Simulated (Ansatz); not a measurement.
# The polar optical mode of AgBr at 2 GPa, worked through

Theory: DFT PBE, scalar-relativistic, plane waves, PAW in Ansatz. Settings: 420 eV plane-wave cutoff, Γ-centred 8×8×8 mesh, fixed occupations. No spin polarisation. Phonons by linear response, acoustic sum rule imposed.

The cell, relaxed at 2 GPa:
```
Ag Br
1.0
     0.00000    2.87628    2.87628
     2.87628    0.00000    2.87628
     2.87628    2.87628    0.00000
Ag Br
1 1
Direct
  0.50000 0.50000 0.50000
  0.00000 0.00000 0.00000
```

Linear response gives ν_TO = 83.9 cm⁻¹, Born charges ±1.523 e (positive on Ag) and ε∞ = 6.103. The primitive cell holds 47.591 Å³, and the masses are 107.868 and 79.904 amu.

**Question.** Find ν_LO and the static dielectric constant.

**Answer.** The long-wave field adds a restoring force: ω_LO² − ω_TO² = Z*²e²/(ε_vac ε∞ μV). In these units ν_LO² − ν_TO² = 4.92064×10⁷ Z*²/(μ V ε∞) cm⁻², with μ = m₁m₂/(m₁ + m₂) = 45.902 amu: 8562 cm⁻². So ν_LO = √(83.9² + 8562) = 124.9 cm⁻¹, and the run gives 124.9. Lyddane–Sachs–Teller then gives ε0 = ε∞ (ν_LO/ν_TO)² = 13.53, against 13.53 in the run (it forms both from the same three quantities, so the match checks the arithmetic only). Between ν_TO and ν_LO the dielectric function is negative and an undamped crystal reflects fully: a reststrahlen band from 80.1 to 119.2 μm.

**Question.** What do the Clausius–Mossotti polarisability and the Szigeti charge come to?

**Answer.** With the Lorentz local field, α = (3V/4π)(ε∞ − 1)/(ε∞ + 2) = 7.16 Å³ for the pair, and e_S = 3Z*/(ε∞ + 2) = 0.56 e. The Born charge includes the electrons' response to the dipole's own local field, and e_S takes that enhancement out. The Lorentz field assumes point-like polarisable ions, a poor picture once ε∞ is this large, since the electron clouds then overlap or are shared, so both numbers are formal here.

**Question.** How strongly does a slow electron couple to the LO mode?

**Answer.** For one isotropic parabolic band, Fröhlich's constant is α_F = (1/ε∞ − 1/ε0) √(m* Ry/ħω_LO), with Ry = 13.606 eV, ħω_LO = 15.5 meV and m* in free-electron masses: α_F = 0.0900 × 29.64 × √m* = 2.67 √m*. The band mass isn't part of this run; for m* = 0.1, 0.3 and 1 it gives 0.84, 1.46, 2.67. In weak coupling the polaron lies α_F ħω_LO below the band edge (23 meV at m* = 0.3) with a mass m*(1 + α_F/6); past α_F of about 5 or 6 that expansion fails. A semilocal functional's ε∞ tends to be too large, which taken alone lowers α_F.

Cost: 1 run of about 0.87 core-minutes, on Intel Xeon Platinum 8259CL (Skylake/Cascade Lake) (shared hosts).